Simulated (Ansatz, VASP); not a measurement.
MgB2 in VASP and in Ansatz

```
Mg B
1.0
     3.04261    0.00000    0.00000
    -1.52130    2.63498    0.00000
     0.00000    0.00000    3.46061
Mg B
1 2
Direct
  0.00000 0.00000 0.00000
  0.33333 0.66667 0.50000
  0.66667 0.33333 0.50000
```

Alike in both runs: functional PBE; k mesh 15 × 15 × 12; occupations fermi-dirac, width 0.1 eV; no spin polarisation.

Ansatz relaxed the structure, and its values are those at the end. VASP's run is a single point on that final structure, the one shown.

|  | VASP | Ansatz |
| --- | --- | --- |
| version | VASP 6.6.1 | Ansatz 0.2.0 |
| potentials or method | VASP PAW PBE potentials, release 64 (Mg, B) | scalar-relativistic, plane waves, PAW |
| plane-wave cutoff (eV) | 520 | 420 |
| valence electrons in the cell | 8 | 16 |

```csv
,VASP,Ansatz,Ansatz less VASP
gap on the k mesh at the Fermi level (eV),none,none,-
pressure (GPa),5.9,6.2,+0.24
```

A gap of «none» marks a metal or a gap that the smearing closes. The two sets of potentials don't hold the same shells in valence.
